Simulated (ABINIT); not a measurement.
# KI (Fm-3m) in ABINIT: a series of runs

The runs below take KI through band structure, equation of state, with PBEsol, LDA, r2SCAN, PBE, TB-mBJ.

Everything below comes from runs of ABINIT 10.8.3 (patched build). Logs are shortened: lines on timing, memory, paths and dates and some standing lists are left out, and cuts for length are marked. The log counts tension as positive stress, the text compression.

**Experimental background.**

A printed reference work, monograph reports, for a bulk crystal of KI: band gap 6.32 eV.

The results are compared with them further down.

## 1. The crystal as given

It takes space group Fm-3m (No. 225, cubic). Conventional cell: a = 7.066 Å, b = 7.066 Å, c = 7.066 Å, α = 90.00°, β = 90.00°, γ = 90.00°. I (site symmetry m-3m) has 6 K at 3.53 Å as nearest neighbours. K (site symmetry m-3m) has 6 I at 3.53 Å as nearest neighbours.

## 2. Band structure, PBEsol

File run.abi:

```
# Datasets: ground state, then fixed potential
ndtset 2

# Pseudopotentials
pp_dirpath "./"
pseudos "I.upf, K.upf"

# Structure
acell 3*1.0
rprim
     0.0000000000     6.6759772099     6.6759772099
     6.6759772099     0.0000000000     6.6759772099
     6.6759772099     6.6759772099     0.0000000000
ntypat 2
znucl 53 19
natom 2
typat 1 2
xred
     0.5000000000     0.5000000000     0.5000000000
     0.0000000000     0.0000000000     0.0000000000

# Plane-wave basis
ecut 37.0

# Exchange and correlation
ixc -116133

# Bands and occupations
occopt 3
tsmear 0.00183747

# SCF cycle
nstep 100

# Output
iomode 3
prtwf 0
prteig 0
prtebands 0
enunit 1
prtden1 1
prtvha1 1
prtvclmb1 1
prtpot1 1
prtelf1 1

# Dataset 1
kptopt1 1
ngkpt1 7 7 7
nshiftk1 1
shiftk1 0.0 0.0 0.0
nband1 12
tolvrs1 1.0e-10

# Dataset 2: bands along G-X-W-K-G-L-U-W-L-K
iscf2 -2
getden2 1
nband2 18
nbdbuf2 4
tolwfr2 1.0e-11
kptopt2 -9
ndivsm2 5
prteig2 1
prtvol2 -3
kptbounds2
     0.0000000000     0.0000000000     0.0000000000
     0.5000000000     0.0000000000     0.5000000000
     0.5000000000     0.2500000000     0.7500000000
     0.3750000000     0.3750000000     0.7500000000
     0.0000000000     0.0000000000     0.0000000000
     0.5000000000     0.5000000000     0.5000000000
     0.6250000000     0.2500000000     0.6250000000
     0.5000000000     0.2500000000     0.7500000000
     0.5000000000     0.5000000000     0.5000000000
     0.3750000000     0.3750000000     0.7500000000
```

Potentials or basis: PseudoDojo NC SR PBEsol v0.4.1 standard.

Run with:

```
$ mpirun --bind-to none -np 4 abinit run.abi > log 2>&1
```

run.abo:

```text
.Version 10.8.3 of ABINIT
 DATASET    1 : space group Fm -3 m (#225); Bravais cF (face-center cubic)
================================================================================
 Values of the parameters that define the memory need for DATASET  1.
     intxc =       0    ionmov =       0      iscf =       7    lmnmax =       6
     lnmax =       6     mgfft =      54  mpssoang =       3    mqgrid =    3001
     natom =       2  nloc_mem =       1    nspden =       1   nspinor =       1
    nsppol =       1      nsym =      48    n1xccc =    2501    ntypat =       2
    occopt =       3   xclevel =       2
       mpw =        6421          nfft =      157464          nkpt =          20
================================================================================
================================================================================

 DATASET    2 : space group Fm -3 m (#225); Bravais cF (face-center cubic)
================================================================================
 Values of the parameters that define the memory need for DATASET  2.
     intxc =       0    ionmov =       0      iscf =      -2    lmnmax =       6
     lnmax =       6     mgfft =      54  mpssoang =       3    mqgrid =    3001
     natom =       2  nloc_mem =       1    nspden =       1   nspinor =       1
    nsppol =       1      nsym =      48    n1xccc =    2501    ntypat =       2
    occopt =       3   xclevel =       2
       mpw =        6447          nfft =      157464          nkpt =          87
================================================================================
================================================================================

--------------------------------------------------------------------------------
------------- Echo of variables that govern the present computation ------------
--------------------------------------------------------------------------------
 -outvars: echo values of preprocessed input variables --------
            acell      1.0000000000E+00  1.0000000000E+00  1.0000000000E+00 Bohr
              amu      1.26904470E+02  3.90983000E+01
             ecut      3.70000000E+01 Hartree
           enunit           1
           getden1          0
           getden2          1
             iscf1          7
             iscf2         -2
              ixc     -116133
           jdtset        1    2
           kptopt1          1
           kptopt2         -9
         kptrlatt        7    0    0      0    7    0      0    0    7
          kptrlen1     6.60888026E+01
          kptrlen2     3.00000000E+01
            natom           2
            nband1         12
            nband2         18
           nbdbuf1          0
           nbdbuf2          4
           ndtset           2
           ndivsm1          0
[... 866 lines left out ...]
pressure_GPa: null
xred      :
- [  5.0000E-01,   5.0000E-01,   5.0000E-01,  I]
- [  0.0000E+00,   0.0000E+00,   0.0000E+00,  K]
cartesian_forces: null
force_length_stats: {min: null, max: null, mean: null, }
...

 Integrated electronic density in atomic spheres:
 ------------------------------------------------
 Atom  Sphere_radius  Integrated_density
    1        2.00000          2.86180835
    2        2.00000          6.90515299
================================================================================

 ----iterations are completed or convergence reached----

 Mean square residual over all n,k,spin=   58.584E-13; max=  99.897E-13
 reduced coordinates (array xred) for    2 atoms
       0.500000000000      0.500000000000      0.500000000000
       0.000000000000      0.000000000000      0.000000000000

 cartesian coordinates (angstrom) at end:
    1      3.53277499759020     3.53277499759020     3.53277499759020
    2      0.00000000000000     0.00000000000000     0.00000000000000
 length scales=  1.000000000000  1.000000000000  1.000000000000 bohr
              =  0.529177210544  0.529177210544  0.529177210544 angstroms
 Eigenvalues (   eV  ) for nkpt=  87  k points:
 kpt#   1, nband= 18, wtk=  1.00000, kpt=  0.0000  0.0000  0.0000 (reduced coord)
 -28.25306  -11.80608  -11.80608  -11.80608  -10.47278    0.07232    0.07232    0.07232
   3.88736    6.51303    6.51303    6.51303    7.25516    7.25516    9.72624   12.78026
  12.78165   12.78672
 kpt#   2, nband= 18, wtk=  1.00000, kpt=  0.0357  0.0000  0.0357 (reduced coord)
 -28.25303  -11.80888  -11.80631  -11.80631  -10.46751    0.03920    0.06636    0.06636
   3.93423    6.47509    6.54455    6.54455    7.26409    7.28497    9.78949   12.58841
  12.59315   12.61797
 kpt#   3, nband= 18, wtk=  1.00000, kpt=  0.0714  0.0000  0.0714 (reduced coord)
 -28.25292  -11.81670  -11.80701  -11.80701  -10.45258   -0.05245    0.04901    0.04901
   4.06624    6.37020    6.63829    6.63829    7.29070    7.37263    9.96965   12.22550
  12.29003   12.29111
 kpt#   4, nband= 18, wtk=  1.00000, kpt=  0.1071  0.0000  0.1071 (reduced coord)
 -28.25275  -11.82806  -11.80813  -11.80813  -10.43032   -0.18375    0.02183    0.02183
   4.26216    6.21891    6.79193    6.79193    7.33433    7.51180   10.24401   11.74035
  11.98883   11.98890
 kpt#   5, nband= 18, wtk=  1.00000, kpt=  0.1429  0.0000  0.1429 (reduced coord)
[... 317 lines left out ...]
   5.90214    7.01623    7.21538    8.42319    8.49511    8.89914    9.96794   10.25693
  10.38111   12.01928
 kpt#  85, nband= 18, wtk=  1.00000, kpt=  0.4028  0.4028  0.6944 (reduced coord)
 -28.25040  -11.89856  -11.83639  -11.81621  -10.24591   -0.90772   -0.63595   -0.31018
   5.82771    6.98971    7.18441    8.34190    8.58979    8.87327   10.05942   10.42109
  10.42718   11.95718
 kpt#  86, nband= 18, wtk=  1.00000, kpt=  0.3889  0.3889  0.7222 (reduced coord)
 -28.25033  -11.88505  -11.84186  -11.81770  -10.25797   -0.82566   -0.69930   -0.31428
   5.71058    6.80410    7.39390    8.27894    8.62340    8.89672   10.17580   10.40710
  10.61993   11.90062
 kpt#  87, nband= 18, wtk=  1.00000, kpt=  0.3750  0.3750  0.7500 (reduced coord)
 -28.25029  -11.87442  -11.84538  -11.81901  -10.26849   -0.80088   -0.69769   -0.31526
   5.58656    6.63522    7.58760    8.28494    8.56615    9.00401   10.21183   10.44530
  10.76826   11.86888

== END DATASET(S) ==============================================================
================================================================================

 -outvars: echo values of variables after computation  --------
            acell      1.0000000000E+00  1.0000000000E+00  1.0000000000E+00 Bohr
           etotal1    -4.3056105951E+01
            fcart1    -0.0000000000E+00 -0.0000000000E+00 -0.0000000000E+00
                      -0.0000000000E+00 -0.0000000000E+00 -0.0000000000E+00
            rprim      0.0000000000E+00  6.6759772099E+00  6.6759772099E+00
                       6.6759772099E+00  0.0000000000E+00  6.6759772099E+00
                       6.6759772099E+00  6.6759772099E+00  0.0000000000E+00
           strten1     9.9822788816E-06  9.9822788816E-06  9.9822788816E-06
                       0.0000000000E+00  0.0000000000E+00  0.0000000000E+00
           xangst      3.5327749976E+00  3.5327749976E+00  3.5327749976E+00
                       0.0000000000E+00  0.0000000000E+00  0.0000000000E+00
             xred      5.0000000000E-01  5.0000000000E-01  5.0000000000E-01
                       0.0000000000E+00  0.0000000000E+00  0.0000000000E+00
 Calculation completed.
```

It took 63 s on 4 MPI ranks of Arm Neoverse V2, shared host; peak memory 0.52 GiB.

What came out:

- Free energy: -1171.6163 eV
- Pressure: -0.3 GPa
- Band gap on the k mesh: 3.82 eV, direct
- Band gap along the path: 3.82 eV, direct
- Valence electrons inside the program's atomic spheres: I 2.86; K 6.91

Levels at the corners of the path, in eV from the valence-band top:
```
point  band 6  band 7  band 8  band 9  band 10  band 11
    Γ    0.00    0.00    0.00    3.82     6.44     6.44
    X   -1.02   -0.37   -0.37    4.84     5.68     8.08
    W   -0.74   -0.74   -0.61    6.38     6.38     6.58
    K   -0.87   -0.77   -0.39    5.51     6.56     7.52
    Γ    0.00    0.00    0.00    3.82     6.44     6.44
    L   -1.35   -0.34   -0.34    5.39     7.62     8.09
    U   -0.87   -0.77   -0.39    5.51     6.56     7.52
    W   -0.74   -0.74   -0.61    6.38     6.38     6.58
    L   -1.35   -0.34   -0.34    5.39     7.62     8.09
    K   -0.87   -0.77   -0.39    5.51     6.56     7.52
```

Caveat: spin-orbit coupling is left out, which moves the levels of the heavy elements.

## 3. Band structure, LDA

run.abi, as its differences from that of step 2:

```diff
@@ -5,3 +5,3 @@
 pp_dirpath "./"
-pseudos "I.upf, K.upf"
+pseudos "I.LDA_PW-JTH.xml, K.LDA_PW-JTH.xml"
 
@@ -22,6 +22,7 @@
 # Plane-wave basis
-ecut 37.0
+ecut 16.0
+pawecutdg 32.0
 
 # Exchange and correlation
-ixc -116133
+ixc 7
 
@@ -44,3 +45,2 @@
 prtpot1 1
-prtelf1 1
 
@@ -52,3 +52,3 @@
 nband1 12
-tolvrs1 1.0e-10
+tolvrs1 1.0e-9
```

Potentials or basis: JTH PAW LDA v2.0.

Run with:

```
$ mpirun --bind-to none -np 4 abinit run.abi > log 2>&1
```

run.abo:

```text
.Version 10.8.3 of ABINIT
 DATASET    1 : space group Fm -3 m (#225); Bravais cF (face-center cubic)
================================================================================
 Values of the parameters that define the memory need for DATASET  1.
     intxc =       0    ionmov =       0      iscf =      17    lmnmax =      13
     lnmax =       5     mgfft =      36  mpssoang =       3    mqgrid =    3001
     natom =       2  nloc_mem =       2    nspden =       1   nspinor =       1
    nsppol =       1      nsym =      48    n1xccc =       1    ntypat =       2
    occopt =       3   xclevel =       1
       mpw =        1841          nfft =       46656          nkpt =          20
Pmy_natom=         1
 PAW method is used; the additional fine FFT grid is defined by:
   mgfftf=        50    nfftf =    125000
================================================================================
================================================================================

 DATASET    2 : space group Fm -3 m (#225); Bravais cF (face-center cubic)
[... 1324 lines left out ...]
 kpt#  87, nband= 18, wtk=  1.00000, kpt=  0.3750  0.3750  0.7500 (reduced coord)
 -31.41967  -15.17900  -15.14664  -15.11918  -13.65232   -4.13218   -4.03248   -3.63639
   2.12893    3.13436    4.14084    4.80558    5.14712    5.54539    6.75681    6.99932
   7.31622    8.62242

== END DATASET(S) ==============================================================
================================================================================

 -outvars: echo values of variables after computation  --------
            acell      1.0000000000E+00  1.0000000000E+00  1.0000000000E+00 Bohr
           etotal1    -4.0443494920E+01
            fcart1    -0.0000000000E+00 -0.0000000000E+00 -0.0000000000E+00
                      -0.0000000000E+00 -0.0000000000E+00 -0.0000000000E+00
            rprim      0.0000000000E+00  6.6759772099E+00  6.6759772099E+00
                       6.6759772099E+00  0.0000000000E+00  6.6759772099E+00
                       6.6759772099E+00  6.6759772099E+00  0.0000000000E+00
           strten1     4.4475755707E-05  4.4475755707E-05  4.4475755707E-05
                       0.0000000000E+00  0.0000000000E+00  0.0000000000E+00
           xangst      3.5327749976E+00  3.5327749976E+00  3.5327749976E+00
                       0.0000000000E+00  0.0000000000E+00  0.0000000000E+00
             xred      5.0000000000E-01  5.0000000000E-01  5.0000000000E-01
                       0.0000000000E+00  0.0000000000E+00  0.0000000000E+00
 Calculation completed.
```

Run time: 15 s. Hardware: 4 MPI ranks of Arm Neoverse V2, shared host; peak memory 0.48 GiB.

What came out:

| Item | Value |
| --- | --- |
| Free energy | -1100.5236 eV |
| Pressure | -1.3 GPa |
| Band gap on the k mesh | 3.60 eV, direct |
| Band gap along the path | 3.60 eV, direct |
| Valence electrons inside the program's atomic spheres | I 4.04; K 7.13 |

Levels at the corners of the path, in eV from the valence-band top:
| point | band 5 | band 6 | band 7 | band 8 | band 9 | band 10 | band 11 | band 12 |
| --- | --- | --- | --- | --- | --- | --- | --- | --- |
| Γ | -10.62 | 0.00 | 0.00 | 0.00 | 3.60 | 6.29 | 6.29 | 6.29 |
| X | -10.48 | -1.04 | -0.38 | -0.38 | 4.69 | 5.47 | 7.97 | 8.50 |
| W | -10.41 | -0.76 | -0.76 | -0.63 | 6.24 | 6.24 | 6.39 | 7.93 |
| K | -10.41 | -0.89 | -0.79 | -0.39 | 5.37 | 6.38 | 7.38 | 8.05 |
| Γ | -10.62 | 0.00 | 0.00 | 0.00 | 3.60 | 6.29 | 6.29 | 6.29 |
| L | -10.32 | -1.38 | -0.35 | -0.35 | 5.24 | 7.46 | 7.99 | 7.99 |
| U | -10.41 | -0.89 | -0.79 | -0.39 | 5.37 | 6.38 | 7.38 | 8.05 |
| W | -10.41 | -0.76 | -0.76 | -0.63 | 6.24 | 6.24 | 6.39 | 7.93 |
| L | -10.32 | -1.38 | -0.35 | -0.35 | 5.24 | 7.46 | 7.99 | 7.99 |
| K | -10.41 | -0.89 | -0.79 | -0.39 | 5.37 | 6.38 | 7.38 | 8.05 |

Caveat: spin-orbit coupling is left out, which moves the levels of the heavy elements.

## 4. Band structure, r2SCAN

run.abi, as its differences from that of step 3:

```diff
@@ -5,3 +5,3 @@
 pp_dirpath "./"
-pseudos "I.LDA_PW-JTH.xml, K.LDA_PW-JTH.xml"
+pseudos "I.GGA_PBE-JTH.xml, K.GGA_PBE-JTH.xml"
 
@@ -22,7 +22,9 @@
 # Plane-wave basis
-ecut 16.0
-pawecutdg 32.0
+ecut 19.0
+pawecutdg 38.0
 
 # Exchange and correlation
-ixc 7
+ixc -497498
+usekden 1
+pawxcdev 0
 
@@ -42,2 +44,3 @@
 prtden1 1
+prtkden1 1
 prtvha1 1
@@ -52,3 +55,3 @@
 nband1 12
-tolvrs1 1.0e-9
+tolvrs1 1.0e-7
 
@@ -57,2 +60,3 @@
 getden2 1
+getkden2 1
 nband2 18
```

Potentials or basis: JTH PAW PBE v2.0.

Run with:

```
$ mpirun --bind-to none -np 4 abinit run.abi > log 2>&1
```

Wall time 72 s (4 MPI ranks of Arm Neoverse V2, shared host); peak memory 0.64 GiB.

The run converged. Its results:

```yaml
Free_energy: -380.6017 eV
Pressure: 0.2 GPa
Band_gap_on_the_k_mesh: 4.61 eV, direct
Band_gap_along_the_path: 4.61 eV, direct
Valence_electrons_inside_the_program's_atomic_spheres: I 4.04; K 7.16
```

Levels at the corners of the path, in eV from the valence-band top:
| point | band 5 | band 6 | band 7 | band 8 | band 9 | band 10 | band 11 | band 12 |
| --- | --- | --- | --- | --- | --- | --- | --- | --- |
| Γ | -10.81 | 0.00 | 0.00 | 0.00 | 4.61 | 7.05 | 7.05 | 7.05 |
| X | -10.65 | -1.02 | -0.37 | -0.37 | 5.37 | 6.49 | 8.86 | 9.46 |
| W | -10.59 | -0.74 | -0.74 | -0.59 | 6.98 | 6.98 | 7.38 | 9.00 |
| K | -10.60 | -0.87 | -0.76 | -0.38 | 6.09 | 7.36 | 8.19 | 9.10 |
| Γ | -10.81 | 0.00 | 0.00 | 0.00 | 4.61 | 7.05 | 7.05 | 7.05 |
| L | -10.51 | -1.32 | -0.33 | -0.33 | 6.01 | 8.36 | 8.78 | 8.78 |
| U | -10.60 | -0.87 | -0.76 | -0.38 | 6.09 | 7.36 | 8.19 | 9.10 |
| W | -10.59 | -0.74 | -0.74 | -0.59 | 6.98 | 6.98 | 7.38 | 9.00 |
| L | -10.51 | -1.32 | -0.33 | -0.33 | 6.01 | 8.36 | 8.78 | 8.78 |
| K | -10.60 | -0.87 | -0.76 | -0.38 | 6.09 | 7.36 | 8.19 | 9.10 |

Caveat: totals of a meta-GGA on PAW files have another zero than those of a GGA; the PAW data sets were made with another functional, which shifts forces and pressure a little; spin-orbit coupling is left out, which moves the levels of the heavy elements.

## 5. Band structure, PBE

run.abi, as its differences from that of step 4:

```diff
@@ -22,9 +22,8 @@
 # Plane-wave basis
-ecut 19.0
-pawecutdg 38.0
+ecut 16.0
+pawecutdg 32.0
+pawxcdev 0
 
 # Exchange and correlation
-ixc -497498
-usekden 1
-pawxcdev 0
+ixc 11
 
@@ -44,3 +43,2 @@
 prtden1 1
-prtkden1 1
 prtvha1 1
@@ -55,3 +53,3 @@
 nband1 12
-tolvrs1 1.0e-7
+tolvrs1 1.0e-9
 
@@ -60,3 +58,2 @@
 getden2 1
-getkden2 1
 nband2 18
```

Run with:

```
$ mpirun --bind-to none -np 4 abinit run.abi > log 2>&1
```

It took 16 s on 4 MPI ranks of Arm Neoverse V2, shared host; peak memory 0.48 GiB.

It converged, with:

- Free energy: -1096.4584 eV
- Pressure: 0.6 GPa
- Band gap on the k mesh: 3.96 eV, direct
- Band gap along the path: 3.96 eV, direct
- Valence electrons inside the program's atomic spheres: I 4.04; K 7.16

Levels at the corners of the path, in eV from the valence-band top:
```tsv
point	band 6	band 7	band 8	band 9	band 10	band 11
Γ	0.00	0.00	0.00	3.96	6.50	6.50
X	-1.00	-0.37	-0.37	4.93	5.77	8.11
W	-0.73	-0.73	-0.60	6.47	6.47	6.64
K	-0.85	-0.75	-0.38	5.61	6.64	7.63
Γ	0.00	0.00	0.00	3.96	6.50	6.50
L	-1.32	-0.33	-0.33	5.52	7.73	8.17
U	-0.85	-0.75	-0.38	5.61	6.64	7.63
W	-0.73	-0.73	-0.60	6.47	6.47	6.64
L	-1.32	-0.33	-0.33	5.52	7.73	8.17
K	-0.85	-0.75	-0.38	5.61	6.64	7.63
```

Caveat: spin-orbit coupling is left out, which moves the levels of the heavy elements.

(Part 1 of 2 ends here.)
